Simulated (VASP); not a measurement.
Write the native input for VASP 6.6.1 that does the following.

```yaml
Task: relaxation of cell and atoms
Functional: PBE
Potentials_or_basis: VASP PAW PBE potentials, release 64 (Mg, O)
Cutoff: 600 eV
k_mesh: 12 × 12 × 6
Occupations: fermi-dirac, width 0.02 eV
Spin: no spin polarisation
Dipole_correction: no
Further_INCAR_settings: ALGO = Normal; EDIFF = 1e-07; IBRION = 2; EDIFFG = -0.005; NSW = 80; ISIF = 3
```

The structure of MgO lies in POSCAR:

```
MgO
1.0
    3.2503830519      0.0000000000      0.0000000000
   -1.6251915260      2.8149142950      0.0000000000
    0.0000000000      0.0000000000      4.0627629000
Mg O
2 2
Direct
    0.3333333333      0.6666666667      0.2500000000
    0.6666666667      0.3333333333      0.7500000000
    0.6666666667      0.3333333333      0.2500000000
    0.3333333333      0.6666666667      0.7500000000
```

The cell was built by a generator and needn't be a form met in nature.

The input as run:

INCAR

```
  PREC = Accurate
  ENCUT = 600
  EDIFF = 1E-7
  ISMEAR = -1
  SIGMA = 0.02
  LREAL = False
  LASPH = True
  NELM = 100
  ALGO = Normal
  ISIF = 3
  LWAVE = False
  LCHARG = False
  GGA = PE
  IBRION = 2
  NSW = 80
  EDIFFG = -0.005
```

KPOINTS

```
Automatic mesh
0
Gamma
  12 12 6
```

Potentials or basis: VASP PAW PBE potentials, release 64 (Mg, O).

The run is started by

```sh
$ cat potpaw_PBE.64/Mg/POTCAR potpaw_PBE.64/O/POTCAR > POTCAR
$ mpirun -np 1 vasp_std > vasp.out
```

Results of the run:

| Item | Value |
| --- | --- |
| Relaxed volume | 11.33 Å³/atom |
| Relaxed cell | a = 3.517 Å, b = 3.517 Å, c = 4.230 Å, α = 90.00°, β = 90.00°, γ = 120.00° |
| Space group after relaxing (to 0.05 Å) | P6_3/mmc (No. 194) |
| Energy gained by relaxing | 208.9 meV/atom |
| Ionic steps | 8 |
| Pressure after relaxing | 0.0 GPa |
| Band gap on the k mesh | 3.28 eV, direct |

Caveat: the volume moved by over 15 % at a fixed basis, so the end points are rough.

Run time: 98 s on 1 thread of AMD EPYC 9R14 (Zen 4) (shared host), peak memory 0.16 GiB.
